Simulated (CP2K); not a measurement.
Runs of CP2K 2026.2 on Pt. The structure is cubic, space group Fm-3m (No. 225). Conventional cell: a = 3.922 Å, b = 3.922 Å, c = 3.922 Å, α = 90.00°, β = 90.00°, γ = 90.00°. Pt (site symmetry m-3m) has 12 Pt at 2.77 Å as nearest neighbours. 

| level | potentials or basis | smearing | NGRIDS | basis sets | potentials | points a segment of the path (NPOINTS) | bands added on the path | gap on the mesh (eV) | pressure (GPa) |
| --- | --- | --- | --- | --- | --- | --- | --- | --- | --- |
| r2SCAN | POTENTIAL_UZH Pt GTH-SCAN-q18; TZVP-MOLOPT-SCAN-GTH basis | fermi-dirac 0.05 eV | 5 | Pt TZVP-MOLOPT-SCAN-GTH-q18 | Pt GTH-SCAN-q18 of POTENTIAL_UZH | 6 | 6 | none | 7.8 |
| PBE | POTENTIAL_UZH Pt GTH-PBE-q18; TZVP-MOLOPT-PBE-GTH basis | fermi-dirac 0.05 eV | 5 | Pt TZVP-MOLOPT-PBE-GTH-q18 | Pt GTH-PBE-q18 of POTENTIAL_UZH | 10 | 2 | none | (a) |
| PBEsol | POTENTIAL_UZH Pt GTH-PBE-q18; TZVP-MOLOPT-PBE-GTH basis | fermi-dirac 0.0259 eV | 4 | Pt TZVP-MOLOPT-PBE-GTH-q18 | Pt GTH-PBE-q18 of POTENTIAL_UZH | 8 | 6 | none | -0.3 |
| TB-mBJ | POTENTIAL_UZH Pt GTH-PBE-q18; TZVP-MOLOPT-PBE-GTH basis | fermi-dirac 0.05 eV | 4 | Pt TZVP-MOLOPT-PBE-GTH-q18 | Pt GTH-PBE-q18 of POTENTIAL_UZH | 6 | 6 | none | - |
| LDA | GTH_POTENTIALS Pt GTH-PADE-q18; TZVP-MOLOPT-PBE-GTH basis | fermi-dirac 0.01 eV | 4 | Pt TZVP-MOLOPT-PBE-GTH-q18 | Pt GTH-PADE-q18 of GTH_POTENTIALS | 10 | 6 | none | -23.3 |

Alike in all rows: task band structure; no spin polarisation; cell as given; k mesh 12 × 12 × 12.

Fill in the values left out.

(a) 10.2.

Caveats: spin-orbit coupling is left out, which moves the levels of the heavy elements; the basis of atomic orbitals isn't converged, which shifts pressures, moduli and gaps; the potentials were made for another functional, which shifts forces and pressure (some runs); this is a model potential without an energy functional, so only levels have meaning (some runs); so large a pressure means that the cell lies far from this level's equilibrium, or that cutoff or potentials fall short (some runs).

A k mesh can miss the band edges, and the runs leave out spin-orbit coupling on Pt.

A gap of «none» marks a metal or a gap under the smearing width.
